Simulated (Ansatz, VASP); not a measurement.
## Co in VASP and in Ansatz

INCAR

```
  PREC = Accurate
  ENCUT = 520
  EDIFF = 1E-6
  ISMEAR = -1
  SIGMA = 0.1
  LREAL = False
  LASPH = True
  NELM = 100
  ALGO = Normal
  ISIF = 2
  LWAVE = False
  LCHARG = False
  GGA = RE
  NBANDS = 10
```

The input KPOINTS:

```
Automatic mesh
0
Gamma
  15 15 15
```

Contents of POSCAR:

```
Co
1.0
    2.3301404668      0.0000000000      0.0000000000
    0.0000000000      2.3301404668      0.0000000000
    0.0000000000      0.0000000000      2.3301404668
Co
1
Direct
    0.0000000000      0.0000000000      0.0000000000
```

Input for Ansatz:

```yaml
crystal:
  lattice:
    - [2.3301404668, 0.0, 0.0]
    - [0.0, 2.3301404668, 0.0]
    - [0.0, 0.0, 2.3301404668]
  atoms:
    - { symbol: Co, position: [0.0, 0.0, 0.0] }
hamiltonian:
  xc: revpbe
  pseudopotentials:
    kind: paw
    azcp:
      Co: "pseudopotentials/Co.paw.azcp"
basis:
  ecutwfc: 420
  fft_grid_basis: typed
kpoints:
  mp_grid: { grid: [15, 15, 15], shift: [0, 0, 0] }
magnetization:
  spin_polarized: false
scf:
  occupations: { method: fermi_dirac, width: 0.1 }
  lower_state_search: "off"
output:
  stress: true
```

Alike in both runs: task single point; functional revPBE; k mesh 15 × 15 × 15; occupations fermi-dirac, width 0.1 eV; no spin polarisation.

```csv
,VASP,Ansatz
version,VASP 6.6.1,Ansatz 0.2.0
potentials or method,"VASP PAW PBE potentials, release 64 (Co)","plane waves (420 eV) with PAW, scalar-relativistic"
plane-wave cutoff (eV),520,420
valence electrons in the cell,9,17
```

|  | VASP | Ansatz | Ansatz less VASP |
| --- | --- | --- | --- |
| pressure (GPa) | -6.5 | -6.0 | +0.48 |

The two sets of potentials don't hold the same shells in valence.

Caveats: the PAW data sets were made with another functional, which shifts forces and pressure a little (VASP); the run has no spin polarisation, though such a crystal can be magnetic. Spin polarisation is off, so any magnetic state and its effect on volume and gap are missing.
